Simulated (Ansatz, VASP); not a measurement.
**Two plane-wave programs on K2S**

INCAR

```
SYSTEM = K2S
ALGO     = Normal         ! electronic algorithm
EDIFF    = 1E-7           ! SCF threshold, eV
ENCUT    = 520            ! plane-wave cutoff, eV
GGA      = PE             ! functional
ISIF     = 2              ! what is computed and relaxed
ISMEAR   = -1             ! smearing method
LASPH    = .True.         ! aspherical terms in the spheres
LCHARG   = .False.        ! write CHGCAR
LREAL    = .False.        ! projectors in reciprocal space
LWAVE    = .False.        ! write WAVECAR
NBANDS   = 19             ! bands
NELM     = 80             ! most SCF steps
PREC     = Accurate       ! precision mode
SIGMA    = 0.05           ! smearing width, eV
```

Contents of KPOINTS:

```
k-points
0
Gamma
  6 6 6
  0 0 0
```

POSCAR

```
K2S
1.0
    0.0000000000      3.7796430067      3.7796430067
    3.7796430067      0.0000000000      3.7796430067
    3.7796430067      3.7796430067      0.0000000000
K S
2 1
Direct
    0.2500000000      0.2500000000      0.2500000000
    0.7500000000      0.7500000000      0.7500000000
    0.0000000000      0.0000000000      0.0000000000
```

input.yaml

```yaml
crystal:
  lattice:
    - [0.0, 3.7796430067, 3.7796430067]
    - [3.7796430067, 0.0, 3.7796430067]
    - [3.7796430067, 3.7796430067, 0.0]
  atoms:
    - { symbol: K, position: [0.25, 0.25, 0.25] }
    - { symbol: K, position: [0.75, 0.75, 0.75] }
    - { symbol: S, position: [0.0, 0.0, 0.0] }
hamiltonian:
  xc: pbe
  pseudopotentials: { kind: paw }
kpoints:
  mp_grid: { grid: [6, 6, 6] }
scf:
  occupations: { method: fermi_dirac, width: 0.05 }
output:
  forces: true
  stress: true
  eigenvalues: true
```

Change from the starting cell: volume scaled by 1.06.

Alike in both runs: task single point; functional PBE; k mesh 6 × 6 × 6; occupations fermi-dirac, width 0.05 eV; no spin polarisation.

```csv
,VASP,Ansatz
version,VASP 6.6.1,Ansatz 0.2.0
potentials or method,"VASP PAW PBE potentials, release 64 (K_sv, S)",Ansatz PAW
plane-wave cutoff (eV),520,420
valence electrons in the cell,24,24
```

|  | VASP | Ansatz | Ansatz less VASP |
| --- | --- | --- | --- |
| gap on the k mesh at the Fermi level (eV) | 2.23 | 2.23 | +0.001 |
| least direct gap on the mesh (eV) | 2.37 | 2.37 | +0.003 |
| pressure (GPa) | -0.6 | -0.6 | -0.02 |

A k mesh can miss the band edges.
